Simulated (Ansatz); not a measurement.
# RbBr: a single-point run

Wanted: a converged single-point run for RbBr, and a check of what comes out. The structure is shown as the input types it. The cell is built on a prototype (zincblende) and needn't be the phase found in nature.

Computed with Ansatz 0.2.0 (density functional or hybrid calculation with the settings of its input, plane waves (as first typed), unless a step's input says otherwise).

2 further runs of the same task are left out: 2 that didn't finish.

## (1) The system as given

The structure is cubic, space group F-43m (No. 216). The conventional cell has a = 7.739 Å, b = 7.739 Å, c = 7.739 Å, α = 90.00°, β = 90.00°, γ = 90.00°. Rb (site symmetry -43m) is surrounded by 4 Br at 3.35 Å. Br (site symmetry -43m) has 4 Rb at 3.35 Å as nearest neighbours.

The input asks for a charge of +2 e on the cell.

Coordinates:

```
Rb Br
1.0
     0.00000    3.86950    3.86950
     3.86950    0.00000    3.86950
     3.86950    3.86950    0.00000
Rb Br
1 1
Direct
  0.00000 0.00000 0.00000
  0.25000 0.25000 0.25000
```

## (2) The run

Contents of input.yaml:

```yaml
crystal:
  lattice:
    - [0.0, 3.8694968646, 3.8694968646]
    - [3.8694968646, 0.0, 3.8694968646]
    - [3.8694968646, 3.8694968646, 0.0]
  atoms:
    - { symbol: Rb, position: [0.0, 0.0, 0.0] }
    - { symbol: Br, position: [0.25, 0.25, 0.25] }
kpoints:
  mp_grid: { grid: [4, 4, 4] }
hamiltonian:
  xc: pbe
scf:
  occupations: { method: fixed }
  n_extra_bands: 4
  max_iter: 63
output:
  forces: true
  stress: true
  eigenvalues: true
total_charge: 2
```

On the command line:

```sh
> ansatz run input.yaml --threads 4 --pin off --max-ram 3686MiB --backend cpu --events-out ev --progress --plain --runs-dir out
```

Q: Will this input give a usable result? If not, why, and what should change?

The run converged and reported no error, with warnings (band overlap at count, metallic iterate, unresolved pair at count). Its log warns: «a fill by count may have filled part of one level: at k-index 1 the highest filled band, -4.648486 eV, and the lowest empty band, -4.648486 eV, stand 3.553e-15 eV apart ...»

In the input, total_charge is 2. The typed charge changes the electron count, so this is no longer the system that was meant.

To check: delete total_charge (the default then holds).
